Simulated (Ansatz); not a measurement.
The system is Nb.

```
Nb
1.0
     0.00000    2.11500    2.11500
     2.11500    0.00000    2.11500
     2.11500    2.11500    0.00000
Nb
1
Direct
  0.00000 0.00000 0.00000
```

This isn't the form of Nb at room conditions, which is bcc.

Program: Ansatz 0.2.0. Alike in all runs: potentials or basis Ansatz PAW; cell as given; cutoff (eV) 420.

Order these runs on this cell by their pressure, lowest first.
A. level PBE; spin off; k mesh 11 × 11 × 11; smearing gaussian 0.013 eV
B. level revPBE; spin off; k mesh 11 × 11 × 11; smearing fermi-dirac 0.05 eV; points for each segment of the path 14
C. level BLYP; spin off; k mesh 11 × 11 × 11; smearing fermi-dirac 0.05 eV; points for each segment of the path 14
D. level PBEsol; spin SOC, no magnetisation; k mesh 8 × 8 × 8; smearing fermi-dirac 0.05 eV; points for each segment of the path 14

D (-7.3 GPa), A (-1.9 GPa), B (0.1 GPa), C (4.1 GPa).

Caveats: the PAW data sets come from PBE, with cores solved anew for the run's functional, which leaves a small shift of forces and pressure (some runs).
